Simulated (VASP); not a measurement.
# A VASP 6.6.1 single-point calculation on SiC

INCAR

```
IBRION = -1
GGA = PE
LASPH = .TRUE.
LCHARG = .FALSE.
ISMEAR = -1
LREAL = .FALSE.
LWAVE = .FALSE.
IVDW = 21
EDIFF = 1E-7
ISIF = 2
ENCUT = 520
NELM = 120
NSW = 0
PREC = Accurate
NBANDS = 11
SIGMA = 0.02
```

KPOINTS

```
KPOINTS created by Atomic Simulation Environment
0
Gamma
8 8 8
0 0 0
```

POSCAR

```
Si C
 1.0000000000000000
    -0.0342000000000000    2.2200000000000002    2.1560000000000001
     2.1337999999999999   -0.0531000000000000    2.1747999999999998
     2.0994000000000002    2.2044999999999999   -0.0187000000000000
 Si  C
   1   1
Cartesian
  2.1099583400000004  2.2251575099999998  0.0315763300000000
  0.9556268400000001  1.1100796800000001  1.0722372000000000
```

The recommended PBE PAW datasets give the neutral cell 8 valence electrons.

Command

```
mpirun -np 1 vasp_std
```

Problem. Predict the outcome of this run.

Solution. It converged. Results: gap between bands v and c on the k mesh 0.82 eV; least direct gap on the k mesh 4.38 eV; pressure 2.1 GPa; largest force 2.68 eV/Å. Band v is the last that the valence electrons fill when counted band by band, and c is the next.

OSZICAR

```
N       E                     dE             d eps       ncg     rms          rms(c)
DAV:   1     0.383713661444E+01    0.38371E+01   -0.39610E+03  5918   0.614E+02
DAV:   2    -0.161613176592E+02   -0.19998E+02   -0.19159E+02  7220   0.110E+02
DAV:   3    -0.167791109373E+02   -0.61779E+00   -0.61657E+00  6992   0.161E+01
DAV:   4    -0.167814846371E+02   -0.23737E-02   -0.23735E-02  6571   0.127E+00
DAV:   5    -0.167814953240E+02   -0.10687E-04   -0.10687E-04  7069   0.795E-02    0.899E+00
DAV:   6    -0.149098626422E+02    0.18716E+01   -0.67791E+00  6389   0.117E+01    0.393E+00
DAV:   7    -0.148577443526E+02    0.52118E-01   -0.39754E-01  6941   0.364E+00    0.182E+00
DAV:   8    -0.148494741707E+02    0.82702E-02   -0.22553E-02  6482   0.100E+00    0.178E-01
DAV:   9    -0.148495741147E+02   -0.99944E-04   -0.18795E-03  7068   0.256E-01    0.112E-01
DAV:  10    -0.148496754063E+02   -0.10129E-03   -0.24842E-04  6343   0.994E-02    0.319E-02
DAV:  11    -0.148496834760E+02   -0.80696E-05   -0.32585E-05  6902   0.333E-02    0.107E-02
DAV:  12    -0.148496837861E+02   -0.31016E-06   -0.20815E-06  6707   0.966E-03    0.140E-03
DAV:  13    -0.148496838898E+02   -0.10370E-06   -0.22741E-07  6812   0.307E-03    0.877E-04
DAV:  14    -0.148496839183E+02   -0.28429E-07   -0.71236E-09  3472   0.564E-04
   1 F= -.15275404E+02 E0= -.15275404E+02  d E =-.480173E-11
```

For comparison, a separate PBE run of the intended cell, on usual settings and not on those above, gives a gap of 0.82 eV on its mesh and a pressure of 5.5 GPa.
